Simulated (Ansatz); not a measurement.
Crystal: Te.

```
Te
1.0
     3.82029   -2.14820    0.00000
     3.82029    2.14820    0.00000
    -0.09429    0.00000    5.97609
Te
3
Direct
  0.00000 0.00000 0.00000
  0.30945 0.30945 0.33881
  0.69055 0.69055 0.66119
```

This isn't the form of Te at room conditions, which is trigonal, of chains.

```yaml
Program: Ansatz 0.2.0
Task: relaxation of cell and atoms
Functional: PBEsol
Potentials_or_basis: all-electron LAPW, scalar-relativistic
Basis_error_allowed: 0.002 eV/atom
k_mesh: 7 × 7 × 5
Occupations: fermi-dirac, width 0.05 eV
Spin: no spin polarisation
```

At the start: volume 32.70 Å³/atom.

Where does the relaxation end?

Over 8 steps the energy falls by 11.2 meV/atom and the volume is 31.26 Å³/atom (-4.4 %); space group C2/m (No. 12, to 0.05 Å).

Step by step:
| step | energy change (eV) | largest force (eV/Å) | volume (Å³) |
| --- | --- | --- | --- |
| 1 | 0.0000 | 0.0847 | 98.09 |
| 2 | -0.0229 | 0.1567 | 92.42 |
| 3 | -0.0313 | 0.0679 | 93.89 |
| 4 | -0.0316 | 0.0516 | 93.42 |
| 5 | -0.0332 | 0.0197 | 93.74 |
| 6 | -0.0335 | 0.0193 | 93.82 |
| 7 | -0.0337 | 0.0015 | 93.77 |
| 8 | -0.0337 | 0.0016 | 93.77 |

Final structure:
```yaml
crystal:
  lattice:
    - [3.74122, -2.14708, 0.01627]
    - [3.74122, 2.14708, 0.01627]
    - [-0.06688, 0.00000, 5.83619]
  atoms:
    - { symbol: Te, position: [0.00000, 0.00000, 0.00000] }
    - { symbol: Te, position: [0.31895, 0.31895, 0.33541] }
    - { symbol: Te, position: [0.68105, 0.68105, 0.66459] }
```
